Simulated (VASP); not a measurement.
Input of a VASP 6.6.1 run:

INCAR

```
SYSTEM = Mg2Si
PREC = Accurate
ENCUT = 600
EDIFF = 1E-6
ISMEAR = 0
SIGMA = 0.03
LREAL = .False.
LASPH = .True.
NELM = 80
ALGO = Normal
ISIF = 3
LWAVE = .False.
LCHARG = .False.
GGA = CA
IBRION = 2
NSW = 90
EDIFFG = -0.01
KPAR = 2
```

File KPOINTS:

```
regular mesh
0
Gamma
  10 10 10
  0 0 0
```

The input POSCAR:

```
Mg2Si
1.0
    0.0000000000      3.1955000000      3.1955000000
    3.1955000000      0.0000000000      3.1955000000
    3.1955000000      3.1955000000      0.0000000000
Mg Si
2 1
Direct
    0.2500000000      0.2500000000      0.2500000000
    0.7500000000      0.7500000000      0.7500000000
    0.0000000000      0.0000000000      0.0000000000
```

Potentials or basis: VASP PAW LDA potentials, release 64 (Mg, Si).

Command:

```console
$ cat potpaw_LDA.64/Mg/POTCAR potpaw_LDA.64/Si/POTCAR > POTCAR
$ mpirun -np 2 vasp_std > vasp.out
```

Task: Estimate the relaxed cell.

Result: a = 4.420 Å, b = 4.420 Å, c = 4.420 Å, α = 60.00°, β = 60.00°, γ = 60.00°.

Task: What does it give for the band gap on the k mesh?

Result: 0.11 eV, indirect (least direct gap 2.03 eV).

Task: Predict the relaxed volume.

Result: 20.35 Å³/atom.

Step by step:
```csv
step,energy change (eV),largest force (eV/Å),pressure (GPa),volume (Å³)
1,0.0000,0.0000,-3.51,65.26
2,-0.0487,0.0000,0.19,60.86
3,-0.0488,0.0000,0.00,61.05
```

A k mesh can miss the band edges. Zero-point motion and thermal expansion aren't in these numbers.
